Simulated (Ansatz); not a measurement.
# MgTe: deformation potentials from a series

```yaml
crystal:
  lattice:
    - [4.54000, 0.00000, 0.00000]
    - [-2.27000, 3.93176, 0.00000]
    - [0.00000, 0.00000, 7.39500]
  atoms:
    - { symbol: Mg, position: [0.33333, 0.66667, 0.00000] }
    - { symbol: Mg, position: [0.66667, 0.33333, 0.50000] }
    - { symbol: Te, position: [0.33333, 0.66667, 0.37000] }
    - { symbol: Te, position: [0.66667, 0.33333, 0.87000] }
```

Atom numbers follow the list: Mg1, Mg2, Te3, Te4.

The conventional cell has a = 4.540 Å, b = 4.540 Å, c = 7.395 Å, α = 90.00°, β = 90.00°, γ = 120.00°. Mg (atom 1) has 4 Te at 2.74 to 2.79 Å as nearest neighbours. Te (atom 3) is surrounded by 4 Mg at 2.74 to 2.79 Å.

The cell is COD entry 1538744, as deposited and not checked against the literature; nothing was relaxed.

No spin–orbit coupling, which matters for the heavy atoms here.

Method: Ansatz 0.2.0, DFT, PBEsol, all-electron LAPW, scalar-relativistic.

Sampling and basis: a Γ-centred 9×9×5 k mesh, Fermi–Dirac smearing of 0.03 eV, basis error target 0.5 meV/atom, no spin polarisation.

The cell is scaled evenly. Fractional coordinates are held (clamped ions).

Only quantities that a quadratic follows smoothly over the whole series are listed; rougher ones are left out.

| ln(V/Vcell) | direct gap at Γ (eV) | smallest gap on mesh and path (eV) |
| --- | --- | --- |
| -0.0619 | 2.702 | 2.702 |
| -0.0408 | 2.603 | 2.603 |
| -0.0202 | 2.509 | 2.509 |
| -0.0101 | 2.463 | 2.463 |
| 0.0000 | 2.418 | 2.418 |
| 0.0198 | 2.330 | 2.330 |
| 0.0392 | 2.246 | 2.246 |
| 0.0583 | 2.164 | 2.164 |

Problem. Fit the series and give the slopes at zero strain.

Solution. Least-squares fits y = p0 + p1 x + p2 x² to the rows give direct gap at Γ (eV): p1 = -4.47, p2 = 2; smallest gap on mesh and path (eV): p1 = -4.47, p2 = 2. So dEg/dln V = -4.5 eV for the direct gap at Γ, the fundamental gap of this crystal. Semilocal gaps are too small, but their slopes carry over better.

Problem. One run, at ln(V/Vcell) = 0.0100, is withheld. Predict its row.

Solution. The fits give 2.373, 2.373; the run gave 2.373, 2.373.
